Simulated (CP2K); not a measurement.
Write the native input for CP2K 2026.2 that does the following.

* Task: single point
* Functional: PBE
* Potentials or basis: POTENTIAL_UZH Sb GTH-PBE-q5; TZVP-MOLOPT-PBE-GTH basis
* Density cutoff: 6123 eV
* k mesh: 10 × 10 × 10
* Occupations: fermi-dirac, width 0.05 eV
* Spin: no spin polarisation
* SCF solver: diagonalisation with k points
* Quickstep method: GPW
* EPS_DEFAULT: 1.0E-10
* EPS_SCF: 1.0E-6
* MAX_SCF: 100
* SCF_GUESS: ATOMIC
* k points reduced by the point group: yes
* Mesh centred on Gamma: yes
* CHOLESKY: OFF
* EPS_EIGVAL: 1.0E-7
* MIXING METHOD: BROYDEN_MIXING
* MIXING ALPHA: 0.4
* NBUFFER: 8
* NGRIDS: 5
* Basis sets: Sb TZVP-MOLOPT-PBE-GTH-q5
* Potentials: Sb GTH-PBE-q5 of POTENTIAL_UZH
* ADDED_MOS: [8]
* REL_CUTOFF (Ry): 60 Ry
* MIXING BETA (1/bohr): 1.5 1/bohr
* CUTOFF of the grids: 450 Ry

Crystal: Sb.

```
CELL_PARAMETERS angstrom
3.35344 0.00000 0.00000
1.67672 2.90417 0.00000
1.67672 0.96806 2.73808
ATOMIC_POSITIONS crystal
Sb 0.00000 0.00000 0.00000
```

This isn't the form of Sb at room conditions, which is rhombohedral.

One way to write it, as run:

sb_scf.inp

```
&GLOBAL
  PROJECT sb_scf
  RUN_TYPE ENERGY_FORCE
  PRINT_LEVEL LOW
&END GLOBAL
&FORCE_EVAL
  METHOD QS
  STRESS_TENSOR ANALYTICAL
  &DFT
    BASIS_SET_FILE_NAME BASIS_MOLOPT_UZH
    POTENTIAL_FILE_NAME POTENTIAL_UZH
    &MGRID
      CUTOFF 450
      REL_CUTOFF 60
      NGRIDS 5
    &END MGRID
    &QS
      METHOD GPW
      EPS_DEFAULT 1.0E-10
    &END QS
    &KPOINTS
      SCHEME MONKHORST-PACK 10 10 10
      GAMMA_CENTERED T
      SYMMETRY T
      SYMMETRY_BACKEND SPGLIB
    &END KPOINTS
    &SCF
      SCF_GUESS ATOMIC
      EPS_SCF 1.0E-6
      MAX_SCF 100
      ADDED_MOS 8
      CHOLESKY OFF
      EPS_EIGVAL 1.0E-7
      &DIAGONALIZATION ON
        ALGORITHM STANDARD
      &END DIAGONALIZATION
      &MIXING ON
        METHOD BROYDEN_MIXING
        ALPHA 0.4
        BETA 1.5
        NBUFFER 8
      &END MIXING
      &SMEAR ON
        METHOD FERMI_DIRAC
        ELECTRONIC_TEMPERATURE [K] 580.226
      &END SMEAR
    &END SCF
    &XC
      &XC_FUNCTIONAL
        &GGA_X_PBE
        &END GGA_X_PBE
        &GGA_C_PBE
        &END GGA_C_PBE
      &END XC_FUNCTIONAL
    &END XC
    &PRINT
      &KPOINTS ON
      &END KPOINTS
      &MULLIKEN ON
      &END MULLIKEN
      &MO ON
        ENERGIES T
        OCCUPATION_NUMBERS T
        &EACH
          QS_SCF 0
        &END EACH
        ADD_LAST NUMERIC
      &END MO
      &LOWDIN ON
      &END LOWDIN
      &HIRSHFELD ON
        SHAPE_FUNCTION DENSITY
      &END HIRSHFELD
    &END PRINT
  &END DFT
  &SUBSYS
    &CELL
      A 3.3534433337 0.0000000000 0.0000000000
      B 1.6767216669 2.9041671172 0.0000000000
      C 1.6767216669 0.9680557057 2.7380750163
      PERIODIC XYZ
    &END CELL
    &COORD
      Sb  0.0000000000 0.0000000000 0.0000000000
    &END COORD
    &KIND Sb
      BASIS_SET TZVP-MOLOPT-PBE-GTH-q5
      POTENTIAL GTH-PBE-q5
    &END KIND
    &PRINT
      &ATOMIC_COORDINATES ON
      &END ATOMIC_COORDINATES
      &CELL ON
      &END CELL
      &SYMMETRY ON
      &END SYMMETRY
    &END PRINT
  &END SUBSYS
  &PRINT
    &FORCES ON
    &END FORCES
    &STRESS_TENSOR ON
    &END STRESS_TENSOR
  &END PRINT
&END FORCE_EVAL
```

Potentials or basis: POTENTIAL_UZH Sb GTH-PBE-q5; TZVP-MOLOPT-PBE-GTH basis.

The run is started by

```bash
$ OMP_NUM_THREADS=1 cp2k.psmp -i sb_scf.inp -o sb_scf.out
```

It gave:

| Quantity | Value |
| --- | --- |
| Pressure | 3.4 GPa |
| Band gap on the k mesh | none (metal or under the smearing width) |

Caveat: the basis of atomic orbitals isn't converged, which shifts pressures, moduli and gaps.

It took 9.5 s on 1 thread of Arm Neoverse V2, on a shared host, peak memory 0.22 GiB.
